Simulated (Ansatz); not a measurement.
Theory: DFT PBE, scalar-relativistic, plane waves, PAW (Ansatz 0.2.0). All cells share a 420 eV cutoff and Γ-centred k meshes spaced about 0.3 Å⁻¹ or finer (0.25 for metals, 2π included). No spin polarisation in the final relaxations.

These are static total energies at zero pressure. All come from trial cells, and lower structures may exist.

Question: Which of these relaxed structures of Hf4O3 is the lowest in energy?
A.

```xyz
7
Lattice="4.9702 0.0000 0.0000 0.0000 4.9702 0.0000 0.0000 0.0000 4.7812" Properties=species:S:1:pos:R:3 pbc="T T T"
Hf    3.7505    3.7505    3.5517
Hf    1.2197    1.2197    3.5517
Hf    3.7505    1.2197    1.2295
Hf    1.2197    3.7505    1.2295
O     2.4851    0.0000    2.3906
O     0.0000    2.4851    2.3906
O     2.4851    2.4851    2.3906
```

B.

```xyz
7
Lattice="5.2721 0.0000 0.0000 0.0000 3.2114 0.0000 -0.0158 0.0000 5.6668" Properties=species:S:1:pos:R:3 pbc="T T T"
Hf    1.4176    0.0000    3.7194
Hf    3.8387    0.0000    1.9473
Hf    1.3427    1.6057    0.8819
Hf    3.9135    1.6057    4.7849
O     2.6360    0.0000    0.0000
O     0.0000    0.0000    0.0000
O    -0.0079    1.6057    2.8334
```

C.

```xyz
7
Lattice="4.8017 0.0000 0.0000 0.0000 4.8017 0.0000 0.0000 0.0000 5.0552" Properties=species:S:1:pos:R:3 pbc="T T T"
Hf    1.2034    1.2034    1.2724
Hf    3.5983    3.5983    1.2724
Hf    3.5983    1.2034    3.7828
Hf    1.2034    3.5983    3.7828
O     0.0000    0.0000    0.0000
O     0.0000    0.0000    2.5276
O     2.4008    2.4008    0.0000
```

D.

```xyz
7
Lattice="4.8756 0.0000 0.0000 0.0000 4.8756 0.0000 0.0000 0.0000 4.8756" Properties=species:S:1:pos:R:3 pbc="T T T"
Hf    3.6450    1.2306    1.2306
Hf    1.2306    3.6450    1.2306
Hf    1.2306    1.2306    3.6450
Hf    3.6450    3.6450    3.6450
O     0.0000    0.0000    2.4378
O     2.4378    0.0000    0.0000
O     0.0000    2.4378    0.0000
```

Answer: C. It has space group P-42m (No. 111); the next, A, with space group P-42m (No. 111), lies 38 meV/atom higher. Counting O atoms around Hf (those within 1.25 times the shortest such distance or 1.15 times the sum of covalent radii), the lowest and the next both have Hf 3.

For metals, differences of a few meV/atom aren't resolved. Spin–orbit coupling, which can matter for Hf, is left out. Cells relaxed within their symmetry can be saddle points. Some candidate types were left out of the draw beforehand, so a known form may be missing.
